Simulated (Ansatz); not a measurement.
# HgTe (Coloradoite) (F-43m) in Ansatz: notebook, part 2 of 2

Ansatz 0.2.0.

### Step 6. Single point, RPBE+D4, 32.55 Å³/atom (volume scaled by 0.98)

Input file input.yaml:

```yaml
crystal:
  lattice:
    - [0.0, 3.1929255244, 3.1929255244]
    - [3.1929255244, 0.0, 3.1929255244]
    - [3.1929255244, 3.1929255244, 0.0]
  atoms:
    - { symbol: Hg, position: [0.0, 0.0, 0.0] }
    - { symbol: Te, position: [0.75, 0.75, 0.75] }
hamiltonian:
  xc: rpbe
  pseudopotentials: { kind: paw }
  dispersion: d4
kpoints:
  mp_grid: { grid: [7, 7, 7] }
scf:
  occupations: { method: fermi_dirac, width: 0.05 }
output:
  forces: true
  stress: true
  eigenvalues: true
```

Potentials or basis: Ansatz PAW.

Command:

```
$ ansatz run input.yaml --threads 2 --pin off --max-ram 5120MiB --backend cpu --events-out ev --progress --plain --runs-dir out
```

Wall time 3.7 s (2 threads of Intel Xeon at 2.50GHz (Skylake/Cascade Lake), shared host); peak memory 0.37 GiB.

Results (log left out):

| Item | Value |
| --- | --- |
| Free energy | -20818.4646 eV |
| Pressure | 3.4 GPa |
| Band gap on the k mesh | none (metal or under the smearing width) |

Caveat: pairwise dispersion overbinds metals, which lowers pressure and volume; the PAW data sets come from PBE, with cores solved anew for the run's functional, which leaves a small shift of forces and pressure.

### Step 7. Single point, RPBE+D4, 33.22 Å³/atom

input.yaml: that of step 6 with these lines changed.

```diff
@@ -2,5 +2,5 @@
   lattice:
-    - [0.0, 3.1929255244, 3.1929255244]
-    - [3.1929255244, 0.0, 3.1929255244]
-    - [3.1929255244, 3.1929255244, 0.0]
+    - [0.0, 3.2145, 3.2145]
+    - [3.2145, 0.0, 3.2145]
+    - [3.2145, 3.2145, 0.0]
   atoms:
```

Command:

```
$ ansatz run input.yaml --threads 2 --pin off --max-ram 5120MiB --backend cpu --events-out ev --progress --plain --runs-dir out
```

Run time: 3.7 s. Hardware: 2 threads of Intel Xeon at 2.50GHz (Skylake/Cascade Lake), shared host; peak memory 0.37 GiB.

It converged, with:

* Free energy: -20818.4880 eV
* Pressure: 2.3 GPa
* Band gap on the k mesh: none (metal or under the smearing width)

Caveat: pairwise dispersion overbinds metals, which lowers pressure and volume; the PAW data sets come from PBE, with cores solved anew for the run's functional, which leaves a small shift of forces and pressure.

### Step 8. Single point, RPBE+D4, 33.88 Å³/atom (volume scaled by 1.02)

input.yaml: that of step 7 with these lines changed.

```diff
@@ -2,5 +2,5 @@
   lattice:
-    - [0.0, 3.2145, 3.2145]
-    - [3.2145, 0.0, 3.2145]
-    - [3.2145, 3.2145, 0.0]
+    - [0.0, 3.2357886999, 3.2357886999]
+    - [3.2357886999, 0.0, 3.2357886999]
+    - [3.2357886999, 3.2357886999, 0.0]
   atoms:
```

Command:

```
$ ansatz run input.yaml --threads 2 --pin off --max-ram 5120MiB --backend cpu --events-out ev --progress --plain --runs-dir out
```

Wall time 3.7 s (2 threads of Intel Xeon at 2.50GHz (Skylake/Cascade Lake), shared host); peak memory 0.37 GiB.

It converged, with:

- Free energy: -20818.5031 eV
- Pressure: 1.4 GPa
- Band gap on the k mesh: none (metal or under the smearing width)

Caveat: pairwise dispersion overbinds metals, which lowers pressure and volume; the PAW data sets come from PBE, with cores solved anew for the run's functional, which leaves a small shift of forces and pressure.

### Step 9. Single point, RPBE+D4, 34.54 Å³/atom (volume scaled by 1.04)

input.yaml: that of step 8 with these lines changed.

```diff
@@ -2,5 +2,5 @@
   lattice:
-    - [0.0, 3.2357886999, 3.2357886999]
-    - [3.2357886999, 0.0, 3.2357886999]
-    - [3.2357886999, 3.2357886999, 0.0]
+    - [0.0, 3.2568009036, 3.2568009036]
+    - [3.2568009036, 0.0, 3.2568009036]
+    - [3.2568009036, 3.2568009036, 0.0]
   atoms:
```

Potentials or basis: Ansatz PAW.

Command:

```
$ ansatz run input.yaml --threads 2 --pin off --max-ram 5120MiB --backend cpu --events-out ev --progress --plain --runs-dir out
```

It took 3.9 s on 2 threads of Intel Xeon at 2.50GHz (Skylake/Cascade Lake), shared host; peak memory 0.37 GiB.

The run converged. Its results:

```yaml
Free_energy: -20818.5109 eV
Pressure: 0.5 GPa
Band_gap_on_the_k_mesh: none (metal or under the smearing width)
```

Caveat: pairwise dispersion overbinds metals, which lowers pressure and volume; the PAW data sets come from PBE, with cores solved anew for the run's functional, which leaves a small shift of forces and pressure.

### Step 10. Single point, RPBE+D4, 35.21 Å³/atom (volume scaled by 1.06)

input.yaml: that of step 9 with these lines changed.

```diff
@@ -2,5 +2,5 @@
   lattice:
-    - [0.0, 3.2568009036, 3.2568009036]
-    - [3.2568009036, 0.0, 3.2568009036]
-    - [3.2568009036, 3.2568009036, 0.0]
+    - [0.0, 3.2775454177, 3.2775454177]
+    - [3.2775454177, 0.0, 3.2775454177]
+    - [3.2775454177, 3.2775454177, 0.0]
   atoms:
```

Command:

```
$ ansatz run input.yaml --threads 2 --pin off --max-ram 5120MiB --backend cpu --events-out ev --progress --plain --runs-dir out
```

Wall time 3.7 s (2 threads of Intel Xeon at 2.50GHz (Skylake/Cascade Lake), shared host); peak memory 0.37 GiB.

It converged, with:

```yaml
Free_energy: -20818.5122 eV
Pressure: -0.2 GPa
Band_gap_on_the_k_mesh: none (metal or under the smearing width)
```

Caveat: pairwise dispersion overbinds metals, which lowers pressure and volume; the PAW data sets come from PBE, with cores solved anew for the run's functional, which leaves a small shift of forces and pressure.

### Step 11. Equation of state, RPBE+D4

No new run: the results of the series are fitted here.

Results:

```
Equilibrium volume                      : 35.01 Å³/atom
Bulk modulus                            : 38 GPa
Pressure derivative of the bulk modulus : 5.3
```

Energy against volume, from the lowest point:
```
volume (Å³/atom)  energy (meV/atom)
          31.223              61.76
          31.887              40.16
          32.551              23.80
          33.215              12.11
          33.880               4.55
          34.544               0.64
          35.208               0.00
```

Caveat: the potentials were made for another functional, which shifts forces and pressure.

### Step 12. Summary

```csv
task,level,k mesh,points for each segment of the path,q mesh,gap on the mesh (eV)
band structure,PBEsol,7 × 7 × 7,14,-,none
phonons,PBEsol,6 × 6 × 6,8,2 × 2 × 2,none
equation of state,RPBE+D4,7 × 7 × 7,-,-,-
```

Alike in all rows: potentials or basis Ansatz PAW; no spin polarisation; cell as given; cutoff (eV) 420; smearing fermi-dirac 0.05 eV.

Caveats: the PAW data sets come from PBE, with cores solved anew for the run's functional, which leaves a small shift of forces and pressure (some runs); spin-orbit coupling is left out, which moves the levels of the heavy elements (some runs); the potentials were made for another functional, which shifts forces and pressure (some runs).

Total energies depend on the potentials used, so only differences within one code and one set of settings carry meaning.

### Step 13. Comparison with measurements

Step 11. Against the measured bulk modulus of HgTe, 43 GPa (a printed reference work, monograph), the calculated 38 GPa is off by -11.7 %. The fit is for a static lattice scaled at fixed shape and fixed fractional positions.
